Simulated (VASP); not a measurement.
# Mg3Sb2 (P-3m1) in VASP: a series of runs, part 2 of 3

VASP 6.6.1.

### Step 4. Band structure, r2SCAN

Input file INCAR:

```
SYSTEM = Mg3Sb2
PREC     = Accurate       ! precision mode
ENCUT    = 520            ! plane-wave cutoff, eV
EDIFF    = 1E-7           ! SCF threshold, eV
ISMEAR   = 0              ! smearing method
SIGMA    = 0.03           ! smearing width, eV
LREAL    = .False.        ! projectors in reciprocal space
LASPH    = .True.         ! aspherical terms in the spheres
NELM     = 80             ! most SCF steps
ALGO     = Normal         ! electronic algorithm
ISIF     = 2              ! what is computed and relaxed
LWAVE    = .False.        ! write WAVECAR
LCHARG   = .False.        ! write CHGCAR
METAGGA  = R2SCAN         ! meta-GGA
LMIXTAU  = .True.       
NBANDS   = 16             ! bands
```

Input file KPOINTS:

```
Automatic mesh
0
Gamma
  9 9 5
  0 0 0
```

Input file POSCAR:

```
Mg3Sb2                                  
1.0
    4.5546491326     -0.0000000000      0.0000000000
   -2.2773245663      3.9444418541     -0.0000000000
    0.0000000000      0.0000000000      7.1860071754
  Mg              Sb            
     3     2
Direct
     0.3333333332999970    0.6666666667000030    0.6325098387269918
     0.6666666667000030    0.3333333332999970    0.3674901612730081
     1.0000000000000000    0.0000000000000000    0.0000000000000000
     0.3333333332999970    0.6666666667000030    0.2237411491358341
     0.6666666667000030    0.3333333332999970    0.7762588508641659
```

KPOINTS_OPT is that of step 3.

Potentials or basis: VASP PAW PBE potentials, release 64 (Mg, Sb).

Started as:

```sh
cat potpaw_PBE.64/Mg/POTCAR potpaw_PBE.64/Sb/POTCAR > POTCAR
mpirun -np 1 vasp_std > vasp.out
```

OUTCAR:

```text
SYSTEM = Mg3Sb2
   PREC = Accurate
   ENCUT = 520
   EDIFF = 1E-7
   ISMEAR = 0
   LREAL = .False.
   LASPH = .True.
   NELM = 80
   ISIF = 2
   METAGGA = R2SCAN

 ion  position               nearest neighbor table
   1  0.333  0.667  0.633-   5 2.83   5 2.83   5 2.83   4 2.94   2 3.25   2 3.25   2 3.25
   2  0.667  0.333  0.367-   4 2.83   4 2.83   4 2.83   5 2.94   1 3.25   1 3.25   1 3.25
   3  0.000  0.000  0.000-   4 3.08   5 3.08   4 3.08   5 3.08   5 3.08   4 3.08
   4  0.333  0.667  0.224-   2 2.83   2 2.83   2 2.83   1 2.94   3 3.08   3 3.08   3 3.08
   5  0.667  0.333  0.776-   1 2.83   1 2.83   1 2.83   2 2.94   3 3.08   3 3.08   3 3.08

  LATTYP: Found a hexagonal cell.
 ALAT       =     4.5546491326
 C/A-ratio  =     1.5777301316

  Lattice vectors:

 A1 = (   4.5546491326,   0.0000000000,   0.0000000000)
 A2 = (  -2.2773245663,   3.9444418541,   0.0000000000)
 A3 = (   0.0000000000,   0.0000000000,   7.1860071754)

Analysis of symmetry for initial positions (statically):
=====================================================================
 Subroutine PRICEL returns:
 Original cell was already a primitive cell.

 Routine SETGRP: Setting up the symmetry group for a
 hexagonal supercell.

 Subroutine GETGRP returns: Found 12 space group operations
 (whereof 12 operations were pure point group operations)
 out of a pool of 24 trial point group operations.

The static configuration has the point symmetry D_3d.

Analysis of symmetry for dynamics (positions and initial velocities):
=====================================================================
 Subroutine PRICEL returns:
 Original cell was already a primitive cell.

 Routine SETGRP: Setting up the symmetry group for a
 hexagonal supercell.

 Subroutine GETGRP returns: Found 12 space group operations
 (whereof 12 operations were pure point group operations)
 out of a pool of 24 trial point group operations.

The dynamic configuration has the point symmetry D_3d.

 Subroutine INISYM returns: Found 12 space group operations
 (whereof 12 operations are pure point group operations),
 and found     1 'primitive' translations

----------------------------------------------------------------------------------------

                                     Primitive cell

  volume of cell :     129.1006

  direct lattice vectors                    reciprocal lattice vectors
     4.554649133  0.000000000  0.000000000     0.219555880  0.126760647  0.000000000
    -2.277324566  3.944441854  0.000000000     0.000000000  0.253521293  0.000000000
     0.000000000  0.000000000  7.186007175     0.000000000  0.000000000  0.139159338

  length of vectors
     4.554649133  4.554649133  7.186007175     0.253521293  0.253521293  0.139159338

  position of ions in fractional coordinates (direct lattice)
     0.333333333  0.666666667  0.632509839
     0.666666667  0.333333333  0.367490161
     0.000000000  0.000000000  0.000000000
     0.333333333  0.666666667  0.223741149
     0.666666667  0.333333333  0.776258851

  ion indices of the primitive-cell ions
   primitive index   ion index
                 1           1
                 2           2
                 3           3
                 4           4
                 5           5

[... 25 lines left out ...]

 Following reciprocal coordinates:
            Coordinates               Weight
  0.000000  0.000000  0.000000      1.000000
  0.111111  0.000000  0.000000      6.000000
  0.222222  0.000000  0.000000      6.000000
  0.333333  0.000000  0.000000      6.000000
  0.444444  0.000000  0.000000      6.000000
  0.111111  0.111111  0.000000      6.000000
[... 16 lines left out ...]
  0.222222  0.111111  0.200000     12.000000
 -0.111111  0.333333  0.200000     12.000000
 [... further k-points ...]
   k-points           NKPTS =     50   k-points in BZ     NKDIM =     50   number of bands    NBANDS=     16
   number of dos      NEDOS =    301   number of ions     NIONS =      5
   total plane-waves  NPLWV =  69984
   dimension x,y,z NGX =    36 NGY =   36 NGZ =   54
   dimension x,y,z NGXF=    72 NGYF=   72 NGZF=  108
   ions per type =               3   2
   NGX,Y,Z   is equivalent  to a cutoff of  13.14, 13.14, 12.49 a.u.
   NGXF,Y,Z  is equivalent  to a cutoff of  26.28, 26.28, 24.99 a.u.
 SYSTEM =  Mg3Sb2
   PREC   = accura    normal or accurate (medium, high low for compatibility)
   ISTART =      0    job   : 0-new  1-cont  2-samecut
   ICHARG =      2    charge: 1-file 2-atom 10-const
   ISPIN  =      1    spin polarized calculation?
   LNONCOLLINEAR =      F non collinear calculations
   LSORBIT =      F    spin-orbit coupling
   LASPH  =      T    aspherical Exc in radial PAW
   ENCUT  =  520.0 eV  38.22 Ry    6.18 a.u.   8.47  8.47 13.36*2*pi/ulx,y,z
   NELM   =     80;   NELMIN=  2; NELMDL= -5     # of ELM steps
   EDIFF  = 0.1E-06   stopping-criterion for ELM
   LREAL  =      F    real-space projection
   EDIFFG = 0.1E-05   stopping-criterion for IOM
   NSW    =      0    number of steps for IOM
   IBRION =     -1    ionic relax: 0-MD 1-quasi-New 2-CG
   NFREE  =      0    steps in history (QN), initial steepest desc. (CG)
   ISIF   =      2    stress and relaxation
   ISYM   =      2    0-nonsym 1-usesym 2-fastsym
   POTIM  = 0.5000    time-step for ionic-motion
   TEBEG  =    0.0;   TEEND  =   0.0 temperature during run
   PSTRESS=    0.0 pullay stress
   NELECT =      16.0000    total number of electrons
   NUPDOWN=      -1.0000    fix difference up-down
   EMIN   =  10.00;   EMAX   =-10.00  energy-range for DOS
   EFERMI =   0.00;   METHOD = LEGACY
   ISMEAR =     0;   SIGMA  =   0.03  broadening in eV -4-tet -1-fermi 0-gaus
   EFERMI_NEDOS =   21; number of points for ismear=-14 and -15
   IALGO  =     38    algorithm
   IMIX   =      4    mixing-type and parameters
     AMIX     =   0.40;   BMIX     =  1.00
     AMIX_MAG =   1.60;   BMIX_MAG =  1.00
  volume/ion in A,a.u.               =      25.82       174.24
  Fermi-wavevector in a.u.,A,eV,Ry     =   0.816217  1.542426  9.064332  0.666210
  Thomas-Fermi vector in A             =   1.926445
   LORBIT       =      0    0 simple, 1 ext, 2 COOP (PROOUT), +10 PAW based schemes
   METAGGA = R2SCAN    functional components
   LHFCALC =     F    Hartree Fock is set to
   AEXX    =    0.0000 exact exchange contribution
   IVDW    =     0    specifies the selected vdW correction
   LEPSILON=     F    determine dielectric tensor
   LRPA    =     F    only Hartree local field effects (RPA)
 non-spin polarized calculation
 Gauss-broadening in eV      SIGMA  =   0.03
  energy-cutoff  :      520.00
  volume of cell :      129.10
 maximum number of plane-waves:      3524
 NGX is ok and might be reduce to    36
   NGX = 17   NGY = 17   NGZ = 27

 number of electron      16.0000000 magnetization

 Free energy of the ion-electron system (eV)
  ---------------------------------------------------
  ext. energy  EPLUGINS =         0.00000000
  ---------------------------------------------------
  free energy    TOTEN  =       -66.25160488 eV

  energy without entropy =      -66.25160488  energy(sigma->0) =      -66.25160488

 E-fermi :   4.7116     XC(G=0):  -9.2390

 val. band max:        4.5287726317   @ k =   0.0000   0.0000   0.0000
 cond. band min:       5.0441683701   @ k =   0.3333   0.3333   0.0000
 fundamental gap:      0.5153957384
 Fermi energy:         4.7116434739

 k-point     1 :       0.0000    0.0000    0.0000
  band No.  band energies     occupation
      1      -6.2932      2.00000
      2      -4.9138      2.00000
      3      -0.6312      2.00000
      4       3.2974      2.00000
      5       3.2974      2.00000
      6       4.0576      2.00000
[... 433 lines left out ...]
      3       0.0988      2.00000
      4       1.1565      2.00000
      5       1.3664      2.00000
      6       2.2434      2.00000
[... 8 lines left out ...]
     15       9.9844      0.00000
     16      10.7089      0.00000

 [... further k-points ...]
[... 5 lines left out ...]
  --------------------------------------------------------------------------------------
  -------------------------------------------------------------------------------------
  Total        0.2989092      0.2989092      0.5184450      0.0000000      0.0000000      0.0000000
  in kB        3.7095540      3.7095540      6.4340602      0.0000000      0.0000000      0.0000000
  external PRESSURE =       4.6177227 kB  Pullay stress =       0.0000000 kB

 VOLUME and BASIS-vectors are now :
 -----------------------------------------------------------------------------
  energy-cutoff  :      520.00
  volume of cell :      129.10
      direct lattice vectors                 reciprocal lattice vectors
     4.554649133  0.000000000  0.000000000     0.219555880  0.126760647  0.000000000
    -2.277324566  3.944441854  0.000000000     0.000000000  0.253521293  0.000000000
     0.000000000  0.000000000  7.186007175     0.000000000  0.000000000  0.139159338

 POSITION                                       TOTAL-FORCE (eV/Angst)
 -----------------------------------------------------------------------------------
     -0.00000      2.62963      4.54522         0.000000     -0.000000      0.010434
      2.27732      1.31481      2.64079        -0.000000      0.000000     -0.010434
      0.00000      0.00000      0.00000         0.000000      0.000000      0.000000
     -0.00000      2.62963      1.60781         0.000000      0.000000      0.189428
      2.27732      1.31481      5.57820         0.000000     -0.000000     -0.189428
 -----------------------------------------------------------------------------------
    total drift:                                0.000000      0.000000      0.000000

  FREE ENERGIE OF THE ION-ELECTRON SYSTEM (eV)
  ---------------------------------------------------
  free  energy   TOTEN  =       -66.2516048794 eV

  energy  without entropy=      -66.2516048794  energy(sigma->0) =      -66.25160488
```

Run time: 8.9 min. Hardware: 1 thread of Intel Xeon 6975P-C (Granite Rapids), shared host; peak memory 0.38 GiB.

Results:

```
Free energy             : -66.2516 eV
Pressure                : 0.5 GPa
Largest force           : 0.189 eV/Å
Band gap on the k mesh  : 0.52 eV, indirect (least direct gap 1.70 eV)
Band gap along the path : 0.52 eV, indirect (least direct gap 1.68 eV)
```

Forces on the atoms (eV/Å):
```
Mg   0.000  0.000  0.010
Mg   0.000  0.000 -0.010
Mg   0.000  0.000  0.000
Sb   0.000  0.000  0.189
Sb   0.000  0.000 -0.189
```

Levels at the corners of the path, in eV from the valence-band top:
```
point  band 5  band 6  band 7  band 8  band 9  band 10  band 11  band 12
    Γ   -1.23   -0.47   -0.47    0.00    1.70     1.80     3.36     3.36
    M   -3.44   -2.50   -2.27   -0.99    0.69     2.40     2.45     3.07
    M   -3.44   -2.50   -2.27   -0.99    0.69     2.40     2.45     3.07
    K   -3.73   -2.71   -2.71   -2.69    0.52     4.57     4.64     4.64
    K   -3.73   -2.71   -2.71   -2.69    0.52     4.57     4.64     4.64
    Γ   -1.23   -0.47   -0.47    0.00    1.70     1.80     3.36     3.36
    Γ   -1.23   -0.47   -0.47    0.00    1.70     1.80     3.36     3.36
    A   -0.87   -0.87   -0.86   -0.86    2.22     2.43     2.97     2.97
    A   -0.87   -0.87   -0.86   -0.86    2.22     2.43     2.97     2.97
    L   -2.04   -1.76   -1.74   -1.63    0.86     1.61     2.11     2.48
    L   -2.04   -1.76   -1.74   -1.63    0.86     1.61     2.11     2.48
    H   -4.19   -3.52   -1.07   -1.07    2.15     2.15     2.80     3.05
    H   -4.19   -3.52   -1.07   -1.07    2.15     2.15     2.80     3.05
    A   -0.87   -0.87   -0.86   -0.86    2.22     2.43     2.97     2.97
    L   -2.04   -1.76   -1.74   -1.63    0.86     1.61     2.11     2.48
    M   -3.44   -2.50   -2.27   -0.99    0.69     2.40     2.45     3.07
    K   -3.73   -2.71   -2.71   -2.69    0.52     4.57     4.64     4.64
    H   -4.19   -3.52   -1.07   -1.07    2.15     2.15     2.80     3.05
```

Caveat: the PAW data sets were made with another functional, which shifts forces and pressure a little; spin-orbit coupling is left out, which moves the levels of the heavy elements.

[end of part 2 of 3]
